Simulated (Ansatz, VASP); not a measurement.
**BaS: VASP beside Ansatz**

File INCAR:

```
  PREC = Accurate
  ENCUT = 520
  EDIFF = 1E-6
  ISMEAR = 0
  SIGMA = 0.01
  LREAL = False
  LASPH = True
  NELM = 100
  ALGO = Normal
  ISIF = 2
  LWAVE = False
  LCHARG = False
  GGA = PE
  NBANDS = 15
```

KPOINTS

```
Automatic mesh
0
Gamma
  6 6 6
```

POSCAR

```
BaS
1.0
    0.0000000000      3.2117958733      3.2117958733
    3.2117958733      0.0000000000      3.2117958733
    3.2117958733      3.2117958733      0.0000000000
Ba S
1 1
Direct
    0.0000000000      0.0000000000      0.0000000000
    0.5000000000      0.5000000000      0.5000000000
```

Input for Ansatz:

```yaml
crystal:
  lattice:
    - [0.0, 3.2117958733, 3.2117958733]
    - [3.2117958733, 0.0, 3.2117958733]
    - [3.2117958733, 3.2117958733, 0.0]
  atoms:
    - { symbol: Ba, position: [0.0, 0.0, 0.0] }
    - { symbol: S, position: [0.5, 0.5, 0.5] }
kpoints:
  mp_grid: { grid: [6, 6, 6] }
hamiltonian:
  xc: pbe
scf:
  occupations: { method: fixed }
  n_extra_bands: 4
output:
  forces: true
  stress: true
  eigenvalues: true
accuracy: low
```

Alike in both runs: task single point; functional PBE; k mesh 6 × 6 × 6; no spin polarisation.

|  | VASP | Ansatz |
| --- | --- | --- |
| version | VASP 6.6.1 | Ansatz 0.2.0 |
| potentials or method | VASP PAW PBE potentials, release 64 (Ba_sv, S) | plane waves |
| plane-wave cutoff (eV) | 520 | 420 |
| occupations | gaussian, width 0.01 eV | fixed |
| valence electrons in the cell | 16 | 16 |

|  | VASP | Ansatz | Ansatz less VASP |
| --- | --- | --- | --- |
| gap on the k mesh at the Fermi level (eV) | 2.13 | 2.23 | +0.095 |
| pressure (GPa) | 0.7 | 0.1 | -0.56 |

Caveats: spin-orbit coupling is left out, which moves the levels of the heavy elements. A k mesh can miss the band edges.
